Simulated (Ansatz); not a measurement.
All numbers below come from Ansatz 0.2.0, DFT PBE, scalar-relativistic, plane waves, PAW. All cells share a 420 eV cutoff and Γ-centred k meshes spaced about 0.3 Å⁻¹ or finer (0.25 for metals, 2π included). No spin polarisation.

Relaxed structures of Hf5C3, with energies over the first row. Coordination counts C atoms around Hf (those within 1.25 times the shortest such distance or 1.15 times the sum of covalent radii, 1.27 where that leaves under three; the shortest distance is added where it exceeds 1.18 times the sum of covalent radii; a slash parts the counts of unlike sites).

```json
{"#": "1", "form": "C2/m", "sites": "Hf 4i, 4i, 2b; C 4i, 2a", "V (Å³/atom)": "15.6", "coordination": "Hf 3/4", "ΔE (meV/atom)": "0"}
{"#": "2", "form": "R-3m", "sites": "Hf 6c, 6c, 3a; C 6c, 3b", "V (Å³/atom)": "15.4", "coordination": "Hf 2 from 3.9 Å/3/6", "ΔE (meV/atom)": "7"}
```

A further structure, relaxed alike:

```xyz
8
Lattice="1.6511 0.9533 13.1788 -1.6511 0.9533 13.1788 0.0000 -1.9066 13.1788" Properties=species:S:1:pos:R:3 pbc="T T T"
Hf    0.0000    0.0000   31.7106
Hf    0.0000    0.0000    7.8257
Hf    0.0000    0.0000    0.0000
Hf    0.0000    0.0000   15.7353
Hf    0.0000    0.0000   23.8010
C     0.0000    0.0000   19.7682
C     0.0000    0.0000   11.8000
C     0.0000    0.0000   27.7363
```

**Question.** Where does it fall in the ranking, and at what energy?

**Answer.** It is the lowest, 34 meV/atom below row 1, with space group R-3m (No. 166) and 15.6 Å³/atom. Counting C atoms around Hf, this cell has Hf 3/6 and row 1 has Hf 3/4. Hf on a site of symmetry 3m is surrounded by 3 C at 2.27 Å and 9 Hf at 3.12–3.30 Å; Hf on a site of symmetry -3m is surrounded by 6 C at 2.35 Å and 12 Hf at 3.19–3.30 Å; Hf on a second site of symmetry 3m is surrounded by 3 C at 2.24 Å and 9 Hf at 3.19–3.30 Å; around C on a site of symmetry -3m lie 6 Hf at 2.27 Å; 1 more site not described.

The k mesh leaves some 4 meV/atom of noise in the energy of each metallic cell. These runs have no spin–orbit coupling, which can matter for Hf. Cells relaxed within their symmetry can be saddle points. Some structure types and database cells were kept out of the candidates from the start, so a known form may be missing.
